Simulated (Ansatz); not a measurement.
A crystal relaxed with r2SCAN+rVV10 in Ansatz has space group Cmcm (No. 63) and a = 4.247 Å, b = 11.808 Å, c = 4.229 Å.

```
atom  site       x       y       z
  Xx    4c  0.0000  0.1259  0.7500
  Se    4c  0.0000  0.3549  0.7500
```

With r2SCAN the valence top lies at T–Y (0.33 of the way from T) and the conduction bottom at Y, 0.32 eV higher; the smallest vertical gap, at T–Y (0.33 of the way from T), is 0.60 eV. HSE06 gives an indirect gap of 0.48 eV, from T–Y (0.33 of the way from T) to Y; the least direct gap is 0.70 eV at T–Y (0.33 of the way from T). PBE gives an indirect gap of 0.14 eV, from T–Y (0.33 of the way from T) to Y; the least direct gap is 0.33 eV at T–Y (0.33 of the way from T). Meshes: r2SCAN 6×6×6, HSE06 4×4×4, PBE 6×6×6.

**Question.** Which element is Xx?
A. Ti
B. C
C. Pb
D. Sn

**Answer.** D. Xx is Sn: SnSe (started from an entry of an open crystallographic database). Sn is surrounded by 5 Se at 2.70–3.01 Å; Se is surrounded by 5 Sn at 2.70–3.01 Å.

No spin polarisation and no zero-point or thermal motion.

Spin-orbit coupling is left out, which matters wherever the heavy atoms make up the band edges.

Where an edge lies off the special points, it is a point of the mesh or the k point where a search put PBE's edge or least direct gap, reused for the other functionals, whose own edges may lie a little apart; PBE's own value is read along its path and can be a few hundredths of an eV high.

The meshes of the hybrids are coarse, so their gaps aren't converged to the digits shown.
